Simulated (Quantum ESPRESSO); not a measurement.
Runs of Quantum ESPRESSO 7.5 on AgCl (Chlorargyrite). The structure is cubic, space group Fm-3m (No. 225). Conventional cell: a = 5.470 Å, b = 5.470 Å, c = 5.470 Å, α = 90.00°, β = 90.00°, γ = 90.00°. Ag (site symmetry m-3m) has 6 Cl at 2.73 Å as nearest neighbours. Around Cl (site symmetry m-3m) lie 6 Ag at 2.73 Å. 

```tsv
level	U	mixing beta	gap on the mesh (eV)	pressure (GPa)
PBE+U	Ag d U = 2 eV	0.3	1.30	(b)
PBE+U	Ag d U = 8 eV	0.3	(a)	5.5
PBE+U	Ag d U = 5 eV	0.3	1.67	(c)
PBE+U	Ag d U = 6 eV	0.3	1.77	5.2
PBE	-	0.5	0.97	3.9
```

Alike in all rows: task single point; potentials or basis SSSP 1.3 efficiency PBE; no spin polarisation; cell as given; k mesh 8 × 8 × 8; cutoff (eV) 816; smearing fermi-dirac 0.05 eV.

Q: Fill in the values left out.

A: (a) 1.93; (b) 4.3; (c) 5.0.

A k mesh can miss the band edges, and the runs leave out spin-orbit coupling on Ag.
